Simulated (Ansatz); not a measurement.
## ZrO2: a ladder of calculations

Cell of run 1: a refined structure from the COD, atoms as given.

```
Zr O
1.0
     3.59610    0.00000    0.00000
     0.00000    3.59610    0.00000
     0.00000    0.00000    5.17700
Zr O
2 4
Direct
  0.00000 0.00000 0.00000
  0.50000 0.50000 0.50000
  0.00000 0.50000 0.20300
  0.00000 0.50000 0.70300
  0.50000 0.00000 0.29700
  0.50000 0.00000 0.79700
```

Sites (sets of like atoms) are named by element and the number of their first atom in this list.

Relaxed positions (PBE, cell held):

```
CELL_PARAMETERS angstrom
3.59610 0.00000 0.00000
0.00000 3.59610 0.00000
0.00000 0.00000 5.17700
ATOMIC_POSITIONS crystal
Zr 0.00000 0.00000 0.00000
Zr 0.50000 0.50000 0.50000
O 0.00000 0.50000 0.20119
O 0.00000 0.50000 0.70119
O 0.50000 0.00000 0.29881
O 0.50000 0.00000 0.79881
```

All runs are DFT with Ansatz 0.2.0 (plane waves and PAW, scalar-relativistic unless spin–orbit coupling is named, Γ-centred meshes, Fermi–Dirac smearing where given) in this cell.

Run 1: PBE, atoms as given; 420 eV, 8×8×6 k-points, smearing 0.02 eV.
Run 2: PBE, atoms relaxed; 420 eV, 8×8×6 k-points, smearing 0.02 eV.
Run 3: r2SCAN, at the relaxed atoms; 500 eV, 8×8×6 k-points, smearing 0.02 eV.
Run 4: PBE with spin–orbit coupling, at the relaxed atoms; 420 eV, 8×8×6 k-points, smearing 0.02 eV.
Run 5: LDA, at the relaxed atoms; 420 eV, 8×8×6 k-points, smearing 0.02 eV.
Run 6: PBEsol, at the relaxed atoms; 420 eV, 8×8×6 k-points, smearing 0.02 eV.

Task: What does each run give, and what moves the gradients most?

Result: 

```csv
run,Zr V_zz (η),O V_zz (η)
1,4.81 (0.00),0.89 (0.13)
2,5.23 (0.00),0.92 (0.03)
3,5.29 (0.00),0.95 (0.07)
4,5.24 (0.00),0.92 (0.03)
5,5.31 (0.00),1.11 (0.26)
6,5.20 (0.00),1.03 (0.18)
```

V_zz in 10²¹ V/m². Against run 1, the gradient tensors on these sites move by at most 0.42 in run 2 (Zr), 0.48 in run 3 (Zr), 0.43 in run 4 (Zr), 0.50 in run 5 (Zr), 0.39 in run 6 (Zr). Taken one at a time, the positions of the atoms (as given or relaxed) move the tensors on these sites by up to 0.42 (largest principal value of the change, on Zr), the functional (between the two that differ most) by 0.26 (O), spin–orbit coupling by 0.01.

The cell isn't the equilibrium one in runs 1, 2, 4, 5 (calculated pressure 5, 6, 6, -7 GPa), and the entry's cell may itself be off.
